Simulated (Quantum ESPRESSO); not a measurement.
# Bi under changes of volume

One of the cells (35.070 Å³/atom); the others are scaled copies at fixed shape and fractional positions:

```xyz
2
Lattice="2.2675 1.3091 3.9380 -2.2675 1.3091 3.9380 0.0000 -2.6183 3.9380" Properties=species:S:1:pos:R:3 pbc="T T T"
Bi    0.0000    0.0000    9.0495
Bi    0.0000    0.0000    2.7645
```

| Quantity | Value |
| --- | --- |
| Program | Quantum ESPRESSO 7.5 |
| Functional | PBE |
| Potentials or basis | SSSP 1.3 efficiency PBE |
| Cutoff | 748 eV |
| Density cutoff | 5987 eV |
| k mesh | 7 × 7 × 7 |
| Occupations | fermi-dirac, width 0.05 eV |
| Spin | no spin polarisation |

| volume (Å³/atom) | energy over the lowest point (meV/atom) | pressure (GPa) | gap on the mesh (eV) | largest force (eV/Å) |
| --- | --- | --- | --- | --- |
| 32.965 | 58.79 | 5.6 | 0.30 | 0.513 |
| 33.667 | ? | ? | ? | ? |
| 34.368 | 20.31 | 3.0 | 0.28 | 0.297 |
| 35.070 | 9.09 | 1.9 | 0.27 | 0.202 |
| 35.771 | 2.48 | 0.9 | 0.26 | 0.111 |
| 36.472 | 0.00 | 0.0 | 0.25 | 0.026 |
| 37.174 | 1.23 | -0.8 | 0.24 | 0.053 |

What does the run at 33.667 Å³/atom give?

Energy over the lowest point 36.68 meV/atom; pressure 4.3 GPa; gap on the mesh 0.29 eV; largest force 0.402 eV/Å.

Worked out: A Birch-Murnaghan fit of order 3 (a polynomial in V^(-2/3)) to the other rows has its minimum at 36.58 Å³/atom with B0 = V·E''(V) = 43 GPa and B' = 4.7 at fixed shape and positions, which overstates the stiffness. It gives 36.66 meV/atom at 33.667 Å³/atom, against the run's 36.68, and -dE/dV = 4.4 GPa, against 4.3. A straight line through the other rows of the gap, of slope -0.499 eV per unit of ln V, gives 0.29 eV, against the run's 0.29.

Energies are extrapolated to zero smearing.

Caveats: spin-orbit coupling is left out, which as a rule narrows the gap of such compounds by several tenths of an eV; an odd mesh through Γ misses points on the zone boundary, where band edges often lie.
